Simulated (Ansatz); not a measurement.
# TiSi2: response to strain

Aim: deform TiSi2 (equal xy, yz and zx engineering shear strains of +1 %) and compute stress, forces and field gradients with LAPW, PAW and all-electron datasets made for the crystal.

Computed with Ansatz 0.2.0 (DFT PBE, scalar-relativistic, unless a step's input says otherwise).

## Step 1: Starting point

The structure is orthorhombic, space group Fddd (No. 70). Conventional cell: a = 4.773 Å, b = 8.236 Å, c = 8.523 Å, α = 90.00°, β = 90.00°, γ = 90.00°. Around Ti (site symmetry 222) lie 10 Si at 2.54 to 2.75 Å. Si (site symmetry 2) is surrounded by 5 Ti at 2.54 to 2.75 Å and 5 Si at 2.54 to 2.75 Å.

Structure file:

```xyz
6
Lattice="0.0000 4.1180 4.2615 2.3865 0.0000 4.2615 2.3865 4.1180 0.0000" Properties=species:S:1:pos:R:3 pbc="T T T"
Ti    3.5797    6.1770    6.3923
Ti    2.3865    4.1180    4.2615
Si    1.1932    0.6836    2.1308
Si    1.1932    3.4344    2.1308
Si    2.3865    1.3754    4.2615
Si    2.3865    6.8606    4.2615
```

Atoms are numbered in the order of the input: Ti1, Ti2, Si3, Si4, Si5, Si6.

## Step 2: The deformed structure

Space group Fddd before, P-1 after.

## Step 3: LAPW, all electrons

input.yaml reads:

```yaml
crystal:
  lattice:
    - [0.0418975, 4.1393075, 4.28209]
    - [2.4078075, 0.03324, 4.2734325]
    - [2.40709, 4.1299325, 0.0325225]
  atoms:
    - { symbol: Ti, position: [0.75, 0.75, 0.75] }
    - { symbol: Ti, position: [0.5, 0.5, 0.5] }
    - { symbol: Si, position: [0.083, 0.417, 0.083] }
    - { symbol: Si, position: [0.417, 0.083, 0.417] }
    - { symbol: Si, position: [0.167, 0.833, 0.167] }
    - { symbol: Si, position: [0.833, 0.167, 0.833] }
kpoints:
  mp_grid: { grid: [8, 8, 8] }
  band_path:
    path:
      - [0.0, 0.0, 0.0]
      - [0.5, 0.5, 0.0]
      - [0.5, 0.0, 0.5]
      - [0.0, 0.0, 0.0]
      - [-0.5, -0.5, -0.5]
      - [0.5, 0.0, 0.0]
      - [0.0, 0.0, 0.0]
      - [0.0, -0.5, 0.0]
      - [0.0, 0.0, -0.5]
    npoints: 5
scf:
  occupations: { method: fermi_dirac, width: 0.08 }
hamiltonian:
  xc: pbe
  pseudopotentials: { kind: all_electron, lapw: { basis_error: 0.0005 } }
output:
  forces: true
  stress: true
  eigenvalues: true
```

The run is started by

```
ansatz run input.yaml --threads 2 --pin off --max-ram 6144MiB --backend cpu --events-out ev --progress --plain --runs-dir out
```

The log of the run, cut to the lines that bear on the results:

```text
LAPW: plane waves up to 8.327 Å⁻¹, error target 5.0e-4 eV per atom; small_component_spin mean_spin; Si in spheres of 1.143 Å, 12 of its electrons in bands, Dirac shells []; Ti in spheres of 1.380 Å, 12 of its electrons in bands, Dirac shells []
[...]
Pseudopotentials: kind: all_electron
Pseudopotential: Ti, LAPW, valence charge 12, Koelling and Harmon's equation, gaussian nucleus
Pseudopotential: Si, LAPW, valence charge 12, Koelling and Harmon's equation, gaussian nucleus
Functional definition: PBE
[...]
Crystal: 6 atoms, lattice volume = 83.754 Å³
Basis set: ecut = 264.2063604045892 eV, 815 PW (Γ), FFT grids on a1−a2, a1−a3, −a1+a2+a3, exchange–correlation at level 2
Bands: 44, of which v1, the nominal top of the filled ones, is band 36 counted from 1 (35 counted from 0)
Symmetry: 2 space group operations
Space group: P-1 (ITA 2), of the structure as read, at distance tolerance 4.4e-5 Å
k-points: 260 of 512
[...]
SCF iter   1: F=—  HF=-78039.522054 eV  |F-HF|=—  |Δ(HF+E_count)|=         —  Δρ=2.73e-2  dr2=7.35e-1  ethr=1.02e-3  ⟨swp⟩=2.1  Hψ=78037  notcnv=0
[...]
the basis was enlarged: its passes take 915.3 KiB over the memory plan, 2 of 2 planned eigensolver slots
[...]
SCF iter   9: F=-78039.082270 eV  HF=-78039.082270 eV  |F-HF|=9.69e-9  |Δ(HF+E_count)|=   2.33e-8  Δρ=2.10e-6  dr2=5.28e-9  ethr=1.01e-10  ⟨swp⟩=2.8  Hψ=32629  notcnv=0
[...]
NSCF: frozen V_eff on 41 k-points
SCF converged after 9 iterations
Free energy (F): -78039.082270 eV
[...]
E sigma→0 (E₀):  -78039.060732 eV
Entropy (-TS):   -0.043076 eV (-7.179 meV/atom)
Fermi energy:    14.030660 eV
[...]
--- Forces (eV/Å), atoms counted from 1 ---
  atom   1  Ti     0.06452327     0.06514216     0.05505642
  atom   2  Ti    -0.06452327    -0.06514216    -0.05505642
  atom   3  Si     0.02450887     0.23319569    -0.00881423
  atom   4  Si     0.03078250    -0.17057481     0.04612591
  atom   5  Si    -0.02450887    -0.23319569     0.00881423
  atom   6  Si    -0.03078250     0.17057481    -0.04612591
[...]
--- Stress (GPa, compression-positive) ---
        3.006505      -1.310994      -1.578316
       -1.310994       1.950092      -0.945499
       -1.578316      -0.945499       2.126260
  P = ⅓ Tr σ = 2.3610 GPa (23.610 kbar)
--- Band table (eV; the first three rows and the last of 260) ---
[...]
```

Run time: 1.9 min. Hardware: 2 threads of Intel Xeon Platinum 8488C (Sapphire Rapids), shared host; peak memory 1.9 GiB.

Result: pressure 2.36 GPa; no gap; largest force 0.235 eV/Å.

## Step 4: Frozen-core PAW

input.yaml: that of step 3 with these lines changed.

```diff
@@ -14,14 +14,2 @@
   mp_grid: { grid: [8, 8, 8] }
-  band_path:
-    path:
-      - [0.0, 0.0, 0.0]
-      - [0.5, 0.5, 0.0]
-      - [0.5, 0.0, 0.5]
-      - [0.0, 0.0, 0.0]
-      - [-0.5, -0.5, -0.5]
-      - [0.5, 0.0, 0.0]
-      - [0.0, 0.0, 0.0]
-      - [0.0, -0.5, 0.0]
-      - [0.0, 0.0, -0.5]
-    npoints: 5
 scf:
@@ -30,3 +18,3 @@
   xc: pbe
-  pseudopotentials: { kind: all_electron, lapw: { basis_error: 0.0005 } }
+  pseudopotentials: { kind: paw }
 output:
@@ -35 +23,2 @@
   eigenvalues: true
+  efg: { contact_densities: true }
```

The run is started by

```
ansatz run input.yaml --threads 2 --pin off --max-ram 6144MiB --backend cpu --events-out ev --progress --plain --runs-dir out
```

The log of the run:

```text
Engine: ansatz 0.2.0
Pseudopotentials: kind: paw
Pseudopotential: Ti, paw, valence charge 12, recommended cutoff 420 eV (normal)
Pseudopotential: Si, paw, valence charge 4, recommended cutoff 420 eV (normal)
[... 1 set-up line as earlier in the session ...]
  parameter kappa = 0.804
  parameter beta = 0.06672455060314922
  exchange = pbe_x(kappa = kappa, mu = beta*pi^2/3)
  correlation = pbe_c(beta = beta)
Crystal: 6 atoms, lattice volume = 83.754 Å³
Basis set: ecut = 420 eV, 1613 PW (Γ), exchange–correlation on 80×72×64 points (8 copies of the dense FFT grid, shifted against one another)
Bands: 26, of which v1, the nominal top of the filled ones, is band 20 counted from 1 (19 counted from 0)
[... 2 set-up lines as earlier in the session ...]
k-points: 260 of 512
Non-local potential: Ti, projectors of the file, l = 0: 3, l = 1: 2, l = 2: 3, l = 3: 1
Non-local potential: Si, projectors of the file, l = 0: 2, l = 1: 2, l = 2: 2
PAW form: soft (Blöchl's): semilocal exchange-correlation on the pseudo side does not see the compensation charge
PAW one-centre angular grid: Ti, 590 points (default); XC on 64 Gauss nodes
PAW one-centre angular grid: Si, 110 points (default); XC on 64 Gauss nodes
Initial density: superposition of atomic densities (neutral atoms: chi_scale 0, normalization atom), corrected by the library's trained network
Initial wavefunctions: pseudopotential atomic-orbital guess
Functional: x = pbe(κ = 0.804, μ = 0.2195149727645171), c = pbe(β = 0.06672455060314922)
SCF iter   1: F=—  HF=-7545.921527 eV  |F-HF|=—  |Δ(HF+E_count)|=         —  Δρ=4.11e-3  dr2=2.03e-2  ethr=1.77e-3  ⟨swp⟩=6.2  Hψ=33950  notcnv=0  defer=5
preconditioner: auto → Kerker (q_TF=auto, 2.412 Å⁻¹)  [metal: Δε(μ)=0.005 eV  Ē_g=6.388 eV  σ=0.080 eV  W_gap=0.01  n_scr=16 (ndim 8)  ℏωp=19.9 eV  f_vac=0.000  D(μ)=2.05/eV (n_scr^D=12)]
SCF iter   2: F=—  HF=-7545.919320 eV  |F-HF|=—  |Δ(HF+E_count)|=   2.21e-3  Δρ=1.98e-3  dr2=4.09e-3  ethr=5.07e-5  ⟨swp⟩=1.2  Hψ=8898  notcnv=0
SCF iter   3: F=—  HF=-7545.918950 eV  |F-HF|=—  |Δ(HF+E_count)|=   3.70e-4  Δρ=5.58e-4  dr2=3.47e-4  ethr=1.02e-5  ⟨swp⟩=2.6  Hψ=9559  notcnv=0
SCF iter   4: F=—  HF=-7545.918892 eV  |F-HF|=—  |Δ(HF+E_count)|=   5.74e-5  Δρ=9.67e-5  dr2=7.35e-6  ethr=8.68e-7  ⟨swp⟩=2.0  Hψ=9329  notcnv=0
SCF iter   5: F=—  HF=-7545.918897 eV  |F-HF|=—  |Δ(HF+E_count)|=   4.39e-6  Δρ=1.78e-5  dr2=1.78e-7  ethr=1.84e-8  ⟨swp⟩=2.0  Hψ=9602  notcnv=0
SCF iter   6: F=-7545.918897 eV  HF=-7545.918897 eV  |F-HF|=4.08e-9  |Δ(HF+E_count)|=   2.55e-8  Δρ=2.57e-6  dr2=6.03e-9  ethr=2.50e-10  ⟨swp⟩=5.5  Hψ=26990  notcnv=0
SCF 1 converged in 6 iterations: F = -7545.918897 eV  dr2 = 6.03e-9
SCF converged after 6 iterations
Free energy (F): -7545.918897 eV
Harris-Foulkes:  -7545.918897 eV  (|F-HF|=4.08e-9)
Internal energy: -7545.875807 eV  (E = F + TS)
E sigma→0 (E₀):  -7545.897352 eV
Entropy (-TS):   -0.043090 eV (-7.182 meV/atom)
Fermi energy:    12.678505 eV
--- Per-component energies (eV) ---
  E_band       = -212.234192
  E_kinetic    = 720.333322
  E_local      = -2028.250093  (includes V_loc(G=0)·N_el)
  E_nonlocal   = 117.121098
  E_hartree    = 886.321170
  E_xc         = -423.770132
  E_vxc        = -441.891281  (∫ρ·V_xc dr)
  E_paw        = -4146.277419  (= ΣΔE_a)
  E_vpaw       = -352.186364  (= ΣTr[D̂ρ^β])
  E_aug_tail   = 0.000234  (compensation charges beyond the density's cutoff)
  E_ewald      = -2671.353986
  E_smearing   = -0.043090  (= −TS)
  E_closure    = -0.000000  (closes the sum)
  Σ components = -7545.918897   (vs F -7545.918897, Δ=0.00e0)
--- Forces (eV/Å), atoms counted from 1 ---
  atom   1  Ti     0.06444341     0.06504314     0.05495003
  atom   2  Ti    -0.06444341    -0.06504314    -0.05495003
  atom   3  Si     0.02453899     0.23336845    -0.00884199
  atom   4  Si     0.03083395    -0.17074680     0.04606835
  atom   5  Si    -0.02453899    -0.23336845     0.00884199
  atom   6  Si    -0.03083395     0.17074680    -0.04606835
  max |Σ_I F_I| component: 3.47e-18 eV/Å
--- Stress (GPa, compression-positive) ---
        3.005049      -1.310732      -1.578144
       -1.310732       1.962839      -0.945663
       -1.578144      -0.945663       2.132139
  P = ⅓ Tr σ = 2.3667 GPa (23.667 kbar)
--- PAW observables at the nuclei: V_zz in 10²¹ V/m², potentials from the cell's mean, atoms counted from 1 ---
  atom   1  Ti V_zz =    +1.227709   η = 0.5925   by run symmetry: allowed
            electrostatic potential = -2531.905197 V   contact ρ = 56782.229736 e/Å³
  atom   2  Ti V_zz =    +1.227709   η = 0.5925   by run symmetry: allowed
            electrostatic potential = -2531.905197 V   contact ρ = 56782.229736 e/Å³
  atom   3  Si V_zz =    -3.556467   η = 0.2923   by run symmetry: allowed
            electrostatic potential = -1364.693418 V   contact ρ = 12812.877173 e/Å³
  atom   4  Si V_zz =    -3.271669   η = 0.2580   by run symmetry: allowed
            electrostatic potential = -1364.669685 V   contact ρ = 12812.808962 e/Å³
  atom   5  Si V_zz =    -3.556467   η = 0.2923   by run symmetry: allowed
            electrostatic potential = -1364.693418 V   contact ρ = 12812.877173 e/Å³
  atom   6  Si V_zz =    -3.271669   η = 0.2580   by run symmetry: allowed
            electrostatic potential = -1364.669685 V   contact ρ = 12812.808962 e/Å³
--- Band table (eV; the first three rows and the last of 260) ---
  k-point 0: bands = ["-43.5493", "-43.5203", "-19.9469", "-19.9266", "-19.8529", "-19.8398", "-19.8205", "-19.8084", "0.0841", "5.8197", "6.9578", "7.3162", "7.8470", "8.8060", "8.9009", "10.0319", "10.4184", "10.7344", "10.9576", "11.1732", "11.7409", "14.6970", "15.8817", "15.9411", "16.0785", "16.0999"]
  k-point 1: bands = ["-43.5484", "-43.5212", "-19.9464", "-19.9260", "-19.8566", "-19.8395", "-19.8198", "-19.8093", "0.2506", "5.6332", "6.3146", "7.1008", "8.1169", "8.9164", "9.1770", "10.0071", "10.3568", "10.6729", "11.2450", "11.4836", "11.7071", "14.5186", "15.6641", "15.7817", "15.9352", "16.0482"]
  k-point 2: bands = ["-43.5460", "-43.5234", "-19.9470", "-19.9222", "-19.8672", "-19.8377", "-19.8188", "-19.8104", "0.7350", "5.1310", "5.3148", "6.9098", "7.9379", "8.7760", "9.6577", "9.8793", "10.8977", "11.2385", "11.4726", "11.6501", "12.2984", "14.0627", "15.3410", "15.4034", "15.5829", "15.6440"]
  k-point 259: bands = ["-43.5425", "-43.5267", "-19.9482", "-19.9133", "-19.8889", "-19.8334", "-19.8248", "-19.8020", "2.0353", "3.1740", "4.9510", "6.8626", "7.6948", "8.1211", "10.1053", "10.1855", "10.6568", "11.5516", "12.6523", "12.8202", "13.6601", "13.9929", "14.4850", "14.8526", "15.3239", "15.3580"]
```

It took 14 s on 2 threads of Intel Xeon Platinum 8488C (Sapphire Rapids), shared host; peak memory 0.75 GiB.

This run gives: pressure 2.37 GPa; no gap; largest force 0.235 eV/Å; Vzz Ti1 1.23 (η = 0.59), Si3 -3.56 (η = 0.29), Si4 -3.27 (η = 0.26) (10²¹ V/m²).

(Part 1 of 2 ends here.)
